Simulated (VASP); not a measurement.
# BeS (F-43m) in VASP: elastic constants with PBEsol

Aim: the elastic constants of BeS with PBEsol.

All numbers are computed with VASP 6.6.1; they aren't measurements. Logs are shortened: lines on timing, memory, paths and dates and some standing lists are left out, and cuts for length are marked.

### Step 1. The crystal as given

Symmetry: F-43m, No. 216, cubic system. Conventional cell: a = 4.838 Å, b = 4.838 Å, c = 4.838 Å, α = 90.00°, β = 90.00°, γ = 90.00°. Be (site symmetry -43m) has 4 S at 2.09 Å as nearest neighbours. S (site symmetry -43m) has 4 Be at 2.09 Å as nearest neighbours.

### Step 2. Elastic constants, PBEsol

Contents of INCAR:

```
SYSTEM = BeS
  ALGO = Normal
  EDIFF = 1E-8
  ENCUT = 600
  GGA = PS
  IBRION = 6
  ISIF = 3
  ISMEAR = 0
  LASPH = .TRUE.
  LCHARG = .TRUE.
  LREAL = .FALSE.
  LWAVE = .FALSE.
  NELM = 80
  NFREE = 2
  NSW = 1
  POTIM = 0.015
  PREC = Accurate
  SIGMA = 0.01
```

Contents of KPOINTS:

```
k-points
0
G
  8 8 8
  0 0 0
```

Contents of POSCAR:

```
BeS
1.0
    0.0000000000      2.4189956147      2.4189956147
    2.4189956147      0.0000000000      2.4189956147
    2.4189956147      2.4189956147      0.0000000000
Be S
1 1
Direct
    0.0000000000      0.0000000000      0.0000000000
    0.2500000000      0.2500000000      0.2500000000
```

Potentials or basis: VASP PAW PBE potentials, release 64 (Be, S).

Started as:

```sh
$ cat potpaw_PBE.64/Be/POTCAR potpaw_PBE.64/S/POTCAR > POTCAR
$ mpirun -np 1 vasp_std > vasp.out
```

OUTCAR:

```text
SYSTEM = BeS
   EDIFF = 1E-8
   ENCUT = 600
   GGA = PS
   IBRION = 6
   ISIF = 3
   ISMEAR = 0
   LASPH = .TRUE.
   LREAL = .FALSE.
   NELM = 80
   NFREE = 2
   NSW = 1
   POTIM = 0.015
   PREC = Accurate

 ion  position               nearest neighbor table
   1  0.000  0.000  0.000-   2 2.09   2 2.09   2 2.09   2 2.09
   2  0.250  0.250  0.250-   1 2.09   1 2.09   1 2.09   1 2.09

  LATTYP: Found a face centered cubic cell.
 ALAT       =     4.8379912294

  Lattice vectors:

 A1 = (   0.0000000000,   2.4189956147,   2.4189956147)
 A2 = (   2.4189956147,   0.0000000000,   2.4189956147)
 A3 = (   2.4189956147,   2.4189956147,   0.0000000000)

Analysis of symmetry for initial positions (statically):
=====================================================================
 Subroutine PRICEL returns:
 Original cell was already a primitive cell.

 Routine SETGRP: Setting up the symmetry group for a
 face centered cubic supercell.

 Subroutine GETGRP returns: Found 24 space group operations
 (whereof 24 operations were pure point group operations)
 out of a pool of 48 trial point group operations.

The static configuration has the point symmetry T_d .

Analysis of symmetry for dynamics (positions and initial velocities):
=====================================================================
 Subroutine PRICEL returns:
 Original cell was already a primitive cell.

 Routine SETGRP: Setting up the symmetry group for a
 face centered cubic supercell.

 Subroutine GETGRP returns: Found 24 space group operations
 (whereof 24 operations were pure point group operations)
 out of a pool of 48 trial point group operations.

The dynamic configuration has the point symmetry T_d .

[... 353 lines left out ...]
      4       4.2718      2.00000
      5       9.8075      0.00000
      6       9.8257      0.00000
      7       9.8505      0.00000
      8       9.9919      0.00000
[... 243 lines left out ...]
 k-point    24 :      -0.3750    0.2500    0.1250
  band No.  band energies     occupation
      1      -7.6086      2.00000
      2      -1.1587      2.00000
      3       1.3817      2.00000
      4       2.3611      2.00000
      5      10.2200      0.00000
      6      10.7294      0.00000
      7      13.3420      0.00000
      8      14.6804      0.00000

 [... further k-points ...]

------------------------ aborting loop because EDIFF is reached ----------------------------------------

  FORCE on cell =-STRESS in cart. coord.  units (eV):
  Direction    XX          YY          ZZ          XY          YZ          ZX
  --------------------------------------------------------------------------------------
  -------------------------------------------------------------------------------------
  Total        0.0338976      0.0357039      0.0357039      0.0000000      0.0742429      0.0000000
  in kB        1.9184201      2.0206502      2.0206502      0.0000000      4.2017484      0.0000000
  external PRESSURE =       1.9865735 kB  Pullay stress =       0.0000000 kB
[... 17 lines left out ...]
  FREE ENERGIE OF THE ION-ELECTRON SYSTEM (eV)
  ---------------------------------------------------
  free  energy   TOTEN  =       -10.5633817990 eV

  energy  without entropy=      -10.5633817990  energy(sigma->0) =      -10.56338180

 INTERNAL STRAIN TENSORS FROM STRAINED CELLS
 ============================================

 INTERNAL STRAIN TENSOR FOR ION    1 for displacements in x,y,z  (eV/Angst):
          X           Y           Z          XY          YZ          ZX
  --------------------------------------------------------------------------------
  x     0.00000    -0.00000     0.00000     0.00000     4.93918     0.00000
  y    -0.00000    -0.00000    -0.00000     0.00000     0.00000     4.93953
  z     0.00000    -0.00000     0.00000     4.93861     0.00000     0.00000

 INTERNAL STRAIN TENSORS FROM DISPLACED ATOMS
 ============================================

 INTERNAL STRAIN TENSOR FOR ION    1 for displacements in x,y,z  (eV/Angst):
          X           Y           Z          XY          YZ          ZX
  --------------------------------------------------------------------------------
  x     0.00000    -0.00000    -0.00000     0.00000     4.93534     0.00000
  y     0.00000     0.00000     0.00000     0.00000     0.00000     4.93534
  z    -0.00000    -0.00000     0.00000     4.93534     0.00000     0.00000

 INTERNAL STRAIN TENSOR FOR ION    2 for displacements in x,y,z  (eV/Angst):
          X           Y           Z          XY          YZ          ZX
  --------------------------------------------------------------------------------
  x    -0.00000     0.00000     0.00000     0.00000    -4.94434     0.00000
  y     0.00000     0.00000     0.00000     0.00000     0.00000    -4.94434
  z     0.00000     0.00000     0.00000    -4.94434     0.00000     0.00000

 Eigenvectors and eigenvalues of the dynamical matrix
 ----------------------------------------------------

   1 f  =   17.301328 THz   108.707453 2PiTHz  577.110197 cm-1    71.552513 meV
             X         Y         Z           dx          dy          dz
      0.000000  0.000000  0.000000     0.000000    0.883509    0.000000
      1.209498  1.209498  1.209498     0.000000   -0.468414    0.000000
[... 21 lines left out ...]
   6 f/i=    0.000116 THz     0.000730 2PiTHz    0.003873 cm-1     0.000480 meV
             X         Y         Z           dx          dy          dz
      0.000000  0.000000  0.000000     0.000000    0.000000   -0.468414
      1.209498  1.209498  1.209498     0.000000    0.000000   -0.883509

--------------------------------------------------------------------------------------------------------

 ELASTIC MODULI CONTR FROM IONIC RELAXATION (kBar)
 Direction    XX          YY          ZZ          XY          YZ          ZX
 --------------------------------------------------------------------------------
 XX          -0.0000      0.0000      0.0000      0.0000     -0.0000     -0.0000
 YY           0.0000     -0.0000      0.0000      0.0000      0.0000      0.0000
 ZZ           0.0000      0.0000     -0.0000      0.0000      0.0000     -0.0000
 XY           0.0000      0.0000      0.0000   -160.2676      0.0000      0.0000
 YZ          -0.0000      0.0000      0.0000      0.0000   -160.2676      0.0000
 ZX          -0.0000      0.0000     -0.0000      0.0000      0.0000   -160.2676
 --------------------------------------------------------------------------------

 TOTAL ELASTIC MODULI (kBar)
 Direction    XX          YY          ZZ          XY          YZ          ZX
 --------------------------------------------------------------------------------
 XX        1604.6523    659.4311    659.4311     -0.0000     -0.0000      0.0000
 YY         659.4311   1604.6523    659.4311     -0.0000     -0.0000      0.0000
 ZZ         659.4311    659.4311   1604.6523      0.0000     -0.0000     -0.0000
 XY          -0.0000     -0.0000      0.0000    831.0408      0.0000      0.0000
 YZ          -0.0000     -0.0000     -0.0000      0.0000    831.0408      0.0000
 ZX           0.0000      0.0000     -0.0000      0.0000      0.0000    831.0408
 --------------------------------------------------------------------------------
```

Wall time 3.3 min (1 thread of Intel Xeon Platinum 8488C (Sapphire Rapids), shared host); peak memory 0.22 GiB.

What came out:

| Item | Value |
| --- | --- |
| Elastic constants C11, C12, C44 | 160, 66, 83 GPa |
| Voigt bulk modulus | 97 GPa |
| Highest phonon frequency at Γ, LO-TO splitting left out | 577 cm⁻¹ |

Phonon frequencies in cm⁻¹ (negative: imaginary):
```csv
q point,frequencies
"(0.000, 0.000, 0.000)",0 0 0 577 577 577
```

Elastic tensor in Voigt notation (GPa, in the Cartesian axes of the cell as first typed):
```
160  66  66   0   0   0
 66 160  66   0   0   0
 66  66 160   0   0   0
  0   0   0  83   0   0
  0   0   0   0  83   0
  0   0   0   0   0  83
```

Clamped-ion elastic tensor (GPa):
```
160  66  66   0   0   0
 66 160  66   0   0   0
 66  66 160   0   0   0
  0   0   0  99   0   0
  0   0   0   0  99   0
  0   0   0   0   0  99
```

Caveat: the PAW data sets were made with another functional, which shifts forces and pressure a little.
